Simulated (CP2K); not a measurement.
Runs of CP2K 2026.2 on SnTe. The structure is cubic, space group Fm-3m (No. 225). The conventional cell has a = 6.302 Å, b = 6.302 Å, c = 6.302 Å, α = 90.00°, β = 90.00°, γ = 90.00°. Around Te (site symmetry m-3m) lie 6 Sn at 3.15 Å. Sn (site symmetry m-3m) is surrounded by 6 Te at 3.15 Å. 

```csv
task,level,potentials or basis,cell,smearing,EPS_DEFAULT,NGRIDS,CUTOFF of the grids,pressure (GPa),V0 of scaled cells (Å³/atom),B0 (GPa)
single point,PBEsol,"POTENTIAL_UZH Te GTH-PBE-q6, Sn GTH-PBE-q4; TZVP-MOLOPT-PBE-GTH basis",as given,fermi-dirac 0.05 eV,1.0E-9,5,675 Ry,1.8,-,-
equation of state,LDA,"GTH_POTENTIALS Te GTH-PADE-q6, Sn GTH-PADE-q4; TZVP-MOLOPT-PBE-GTH basis",as given,fermi-dirac 0.1 eV,1.0E-9,4,450 Ry,-,30.41,48
single point,PBEsol,"POTENTIAL_UZH Te GTH-PBE-q6, Sn GTH-PBE-q4; TZVP-MOLOPT-PBE-GTH basis",as given,fermi-dirac 0.05 eV,1.0E-10,5,450 Ry,1.8,-,-
single point,PBEsol,"POTENTIAL_UZH Te GTH-PBE-q6, Sn GTH-PBE-q4; TZVP-MOLOPT-PBE-GTH basis","atoms moved at random, drawn with an rms of 0.05 Å",fermi-dirac 0.05 eV,1.0E-10,5,450 Ry,1.9,-,-
single point,LDA,"POTENTIAL_UZH Te GTH-PBE-q6, Sn GTH-PBE-q4; TZVP-MOLOPT-PBE-GTH basis",as given,fermi-dirac 0.05 eV,1.0E-9,5,675 Ry,1.9,-,-
equation of state,PBE,"POTENTIAL_UZH Te GTH-PBE-q6, Sn GTH-PBE-q14; TZVP-MOLOPT-PBE-GTH basis",as given,fermi-dirac 0.05 eV,1.0E-9,5,600 Ry,-,32.96,40
single point,PBE,"POTENTIAL_UZH Te GTH-PBE-q6, Sn GTH-PBE-q4; TZVP-MOLOPT-PBE-GTH basis",as given,fermi-dirac 0.05 eV,1.0E-9,5,675 Ry,3.0,-,-
single point,PBE,"POTENTIAL_UZH Te GTH-PBE-q6, Sn GTH-PBE-q14; TZVP-MOLOPT-PBE-GTH basis",as given,fermi-dirac 0.05 eV,1.0E-9,5,600 Ry,(a),-,-
single point,PBE,"POTENTIAL_UZH Te GTH-PBE-q6, Sn GTH-PBE-q4; TZVP-MOLOPT-PBE-GTH basis",as given,fermi-dirac 0.05 eV,1.0E-9,5,600 Ry,3.0,-,-
single point,WC,"POTENTIAL_UZH Te GTH-PBE-q6, Sn GTH-PBE-q4; TZVP-MOLOPT-PBE-GTH basis",as given,fermi-dirac 0.05 eV,1.0E-9,5,675 Ry,1.9,-,-
single point,OLYP,"POTENTIAL_UZH Te GTH-PBE-q6, Sn GTH-PBE-q4; TZVP-MOLOPT-PBE-GTH basis",as given,fermi-dirac 0.05 eV,1.0E-9,5,675 Ry,(b),-,-
```

Alike in all rows: no spin polarisation; k mesh 7 × 7 × 7.

Task: Fill in the values left out.

Result: (a) 2.4; (b) 2.7.

Caveats: the basis of atomic orbitals isn't converged, which shifts pressures, moduli and gaps; the potentials were made for another functional, which shifts forces and pressure (some runs); with these potentials and basis sets, volumes of gold and of layered tellurides can stand 1.5 % and more from those of plane-wave programs (some runs).

The runs don't all hold the same shells in valence.
